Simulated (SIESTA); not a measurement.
The system is BeTe.

```xyz
2
Lattice="0.0000 2.7700 2.7700 2.7700 0.0000 2.7700 2.7700 2.7700 0.0000" Properties=species:S:1:pos:R:3 pbc="T T T"
Te    4.1550    4.1550    4.1550
Be    0.0000    0.0000    0.0000
```

Base run:

```yaml
Program: SIESTA 5.4.2
Functional: PBE
Potentials_or_basis: PseudoDojo 0.4 standard (PBE files)
Basis: TZDP (energy shift 0.003 Ry; two zetas on semicore shells)
Grid_cutoff: 800 Ry
Energy_shift: 0.003 Ry
k_mesh: 8 × 8 × 8
Occupations: fermi-dirac, width 0.05 eV
Spin: no spin polarisation
```

Its results: band gap on the k mesh 1.87 eV, indirect (least direct gap 3.61 eV); pressure 4.5 GPa.

Task: The run is repeated on the same cell with these changes: basis from TZDP (energy shift 0.003 Ry; two zetas on semicore shells) to DZP (energy shift 0.003 Ry; two zetas on semicore shells). What comes out?

Result: Band gap on the k mesh 1.94 eV, indirect (least direct gap 3.56 eV); pressure 3.8 GPa.

Caveats: short orbitals over semicore shells can move pressures by several GPa; spin-orbit coupling is left out, which moves the levels of the heavy elements; the basis of atomic orbitals isn't converged, which shifts pressures, moduli and gaps.
